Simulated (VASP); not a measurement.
Input and output of a VASP PBE single-point calculation on GaSb (strained zincblende)

INCAR

```
NBANDS = 16
LWAVE = .FALSE.
ENCUT = 520
EDIFF = 1E-7
SIGMA = 0.02
GGA = PE
LREAL = .FALSE.
NELM = 120
ISMEAR = -1
IBRION = -1
LASPH = .TRUE.
LCHARG = .FALSE.
ISIF = 2
PREC = Accurate
NSW = 0
```

KPOINTS

```
KPOINTS created by Atomic Simulation Environment
0
Gamma
8 8 8
0 0 0
```

KPOINTS_OPT

```
special points
6
Reciprocal
0.0000000000 0.0000000000 0.0000000000 1
-0.5000000000 -0.5000000000 0.0000000000 1
-0.3750000000 -0.3750000000 0.2500000000 1
-0.3750000000 0.0000000000 0.3750000000 1
0.0000000000 0.0000000000 0.5000000000 1
-0.5000000000 -0.2500000000 0.2500000000 1
```

POSCAR

```
Ga Sb
 1.0000000000000000
     0.0000000000000000    3.0508559941000000    3.0778970451999998
     3.0508559941000000    0.0000000000000000    3.0778970451999998
     3.0508559941000000    3.0508559941000000    0.0000000000000000
 Ga  Sb
   1   1
Cartesian
  0.0000000000000000  0.0000000000000000  0.0000000000000000
  1.5254279970499998  1.5254279970499998  1.5389485225999999
```

VASP ran with the recommended PBE PAW datasets (18 valence electrons in the cell).

Command

```
mpirun -np 1 vasp_std
```

From OUTCAR

```
k-points           NKPTS =     59   k-points in BZ     NKDIM =     59   number of bands    NBANDS=     16

   NELECT =      18.0000    total number of electrons

   dimension x,y,z NGX =    32 NGY =   32 NGZ =   32
   dimension x,y,z NGXF=    64 NGYF=   64 NGZF=   64

  energy-cutoff  :      520.00
  volume of cell :       57.30
      direct lattice vectors                 reciprocal lattice vectors
     0.000000000  3.050855994  3.077897045    -0.163888430  0.163888430  0.162448579
     3.050855994  0.000000000  3.077897045     0.163888430 -0.163888430  0.162448579
     3.050855994  3.050855994  0.000000000     0.163888430  0.163888430 -0.162448579

 k-points in reciprocal lattice and weights: KPOINTS created by Atomic Simulation Env
   0.00000000  0.00000000  0.00000000       0.002
   0.12500000  0.00000000  0.00000000       0.016
   0.25000000  0.00000000  0.00000000       0.016
   0.37500000 -0.00000000  0.00000000       0.016
   0.50000000  0.00000000  0.00000000       0.008
   0.12500000  0.12500000  0.00000000       0.004
   0.25000000  0.12500000  0.00000000       0.016
   0.37500000  0.12500000  0.00000000       0.016
   ...

 E-fermi :   4.8991

 k-point     1 :       0.0000    0.0000    0.0000
  band No.  band energies     occupation
      1     -10.1720      2.00000
      2     -10.1708      2.00000
      3     -10.1708      2.00000
      4     -10.1222      2.00000
      5     -10.1211      2.00000
      6      -6.6077      2.00000
      7       4.8283      1.94381
      8       4.8800      1.44489
      9       4.8800      1.44488
     10       4.8924      1.16644
     11       7.6302      0.00000
     12       7.6302      0.00000
     13       7.6562      0.00000
     14      10.6689      0.00000
     15      13.3777      0.00000
     16      13.5257      0.00000

 k-point     2 :       0.1250    0.0000    0.0000
  band No.  band energies     occupation
      1     -10.1754      2.00000
      2     -10.1697      2.00000
      3     -10.1690      2.00000
      4     -10.1224      2.00000
      5     -10.1213      2.00000
      6      -6.4479      2.00000
      7       2.8538      2.00000
      8       4.5896      2.00000
      9       4.6300      2.00000
     10       5.8906      0.00000
     11       7.9775      0.00000
     12       7.9887      0.00000
     13       8.2885      0.00000
     14      11.4948      0.00000
     15      12.6071      0.00000
     16      12.7096      0.00000

 k-point     3 :       0.2500    0.0000    0.0000
  band No.  band energies     occupation
      1     -10.1852      2.00000
      2     -10.1657      2.00000
      3     -10.1650      2.00000
      4     -10.1227      2.00000
      5     -10.1214      2.00000
      6      -5.9929      2.00000
      7       0.8379      2.00000
      8       4.1352      2.00000
      9       4.1881      2.00000
     10       5.6669      0.00000
     11       8.4948      0.00000
     12       8.5059      0.00000
     13      10.0594      0.00000
     14      12.0566      0.00000
     15      12.4324      0.00000
     16      12.4632      0.00000

 k-point     4 :       0.3750   -0.0000    0.0000
  band No.  band energies     occupation
      1     -10.1948      2.00000
      2     -10.1622      2.00000
      3     -10.1614      2.00000
      4     -10.1224      2.00000
      5     -10.1210      2.00000
      6      -5.3620      2.00000
      7      -0.7844      2.00000
      8       3.7964      2.00000
      9       3.8597      2.00000
     10       5.3716      0.00000
     11       8.6150      0.00000
     12       8.6540      0.00000
     13      11.4576      0.00000
     14      12.3390      0.00000
     15      13.3845      0.00000
     16      13.4179      0.00000

 k-point     5 :       0.5000    0.0000    0.0000
  band No.  band energies     occupation
      1     -10.1987      2.00000
      2     -10.1609      2.00000
      3     -10.1602      2.00000
      4     -10.1221      2.00000
      5     -10.1206      2.00000
      6      -4.9853      2.00000
      7      -1.4986      2.00000
      8       3.6759      2.00000
      9       3.7432      2.00000
     10       5.2630      0.00000
     11       8.5873      0.00000
     12       8.6339      0.00000
     13      11.3313      0.00000
     14      14.2155      0.00000
     15      14.7192      0.00000
     16      14.7893      0.00000

 k-point     6 :       0.1250    0.1250    0.0000
  band No.  band energies     occupation
      1     -10.1793      2.00000
      2     -10.1673      2.00000
      3     -10.1673      2.00000
      4     -10.1224      2.00000
      5     -10.1216      2.00000
      6      -6.3960      2.00000
      7       2.7768      2.00000
      8       4.2046      2.00000
      9       4.2046      2.00000
     10       6.5640      0.00000
     11       7.3370      0.00000
     12       8.5819      0.00000
     13       8.5819      0.00000
     14      11.5486      0.00000
     15      11.7539      0.00000
     16      13.7230      0.00000

 k-point     7 :       0.2500    0.1250    0.0000
  band No.  band energies     occupation
      1     -10.1872      2.00000
      2     -10.1641      2.00000
      3     -10.1632      2.00000
      4     -10.1236      2.00000
      5     -10.1213      2.00000
      6      -6.0377      2.00000
      7       1.2685      2.00000
      8       3.6560      2.00000
      9       3.7351      2.00000
     10       6.6918      0.00000
     11       7.6202      0.00000
     12       9.2899      0.00000
     13       9.4709      0.00000
     14      11.5182      0.00000
     15      12.8921      0.00000
     16      13.4688      0.00000

 k-point     8 :       0.3750    0.1250    0.0000
  band No.  band energies     occupation
      1     -10.1956      2.00000
      2     -10.1612      2.00000
      3     -10.1594      2.00000
      4     -10.1236      2.00000
      5     -10.1212      2.00000
      6      -5.4470      2.00000
      7      -0.3500      2.00000
      8       3.0594      2.00000
      9       3.4621      2.00000
     10       6.4944      0.00000
     11       8.1759      0.00000
     12       9.4638      0.00000
     13      10.1607      0.00000
     14      12.7387      0.00000
     15      13.3028      0.00000
     16      14.0678      0.00000

 k-point     9 :       0.5000    0.1250    0.0000
  band No.  band energies     occupation
      1     -10.2003      2.00000
      2     -10.1596      2.00000
      3     -10.1580      2.00000
      4     -10.1224      2.00000
      5     -10.1217      2.00000
      6      -4.9125      2.00000
      7      -1.3891      2.00000
      8       2.6549      2.00000
      9       3.4552      2.00000
     10       6.3198      0.00000
     11       8.3698      0.00000
     12       9.2380      0.00000
     13      11.5020      0.00000
     14      12.8879      0.00000
     15      14.5086      0.00000
     16      14.7467      0.00000

 k-point    10 :      -0.3750    0.1250    0.0000
  band No.  band energies     occupation
      1     -10.1988      2.00000
      2     -10.1598      2.00000
      3     -10.1592      2.00000
      4     -10.1230      2.00000
      5     -10.1212      2.00000
      6      -5.0456      2.00000
      7      -1.1483      2.00000
      8       2.5347      2.00000
      9       3.7081      2.00000
     10       6.3283      0.00000
     11       8.5802      0.00000
     12       8.9751      0.00000
     13      11.5900      0.00000
     14      12.8284      0.00000
     15      13.0062      0.00000
     16      14.5794      0.00000

 k-point    11 :      -0.2500    0.1250    0.0000
  band No.  band energies     occupation
      1     -10.1913      2.00000
      2     -10.1628      2.00000
      3     -10.1620      2.00000
      4     -10.1239      2.00000
      5     -10.1208      2.00000
      6      -5.6564      2.00000
      7       0.1574      2.00000
      8       2.7580      2.00000
      9       4.1514      2.00000
     10       6.4914      0.00000
     11       8.6151      0.00000
     12       8.7324      0.00000
     13      10.1566      0.00000
     14      11.8717      0.00000
     15      12.8245      0.00000
     16      14.2001      0.00000

 k-point    12 :      -0.1250    0.1250    0.0000
  band No.  band energies     occupation
      1     -10.1817      2.00000
      2     -10.1670      2.00000
      3     -10.1661      2.00000
      4     -10.1235      2.00000
      5     -10.1209      2.00000
      6      -6.1861      2.00000
      7       1.7469      2.00000
      8       3.4586      2.00000
      9       4.5904      2.00000
     10       6.4855      0.00000
     11       8.0764      0.00000
     12       8.1387      0.00000
     13       9.4279      0.00000
     14      11.8556      0.00000
     15      12.4595      0.00000
     16      12.7197      0.00000

 ...

  Total        0.8919063      0.8919063      0.7590161      0.0000000      0.0000000      0.0000000
  in kB       24.9403368     24.9403368     21.2243329      0.0000000      0.0000000      0.0000000
  external PRESSURE =      23.7016688 kB  Pullay stress =       0.0000000 kB

 POSITION                                       TOTAL-FORCE (eV/Angst)
 -----------------------------------------------------------------------------------
      0.00000      0.00000      0.00000         0.000000      0.000000     -0.000000
      1.52543      1.52543      1.53895        -0.000000     -0.000000      0.000000
 -----------------------------------------------------------------------------------
    total drift:                                0.000001      0.000001      0.000002

  FREE ENERGIE OF THE ION-ELECTRON SYSTEM (eV)
  ---------------------------------------------------
  free  energy   TOTEN  =        -7.3462250761 eV

  energy  without entropy=       -7.3460697048  energy(sigma->0) =       -7.34614739
```

The gap between bands v and c is 0.01 eV, the least direct gap is 0.01 eV and the pressure is 2.4 GPa.

Band v is the last that the valence electrons fill when counted band by band, and c is the next.

The run took about 15 s on one core of a shared host (Intel Xeon 6975P-C) and held 0.23 GiB at most.
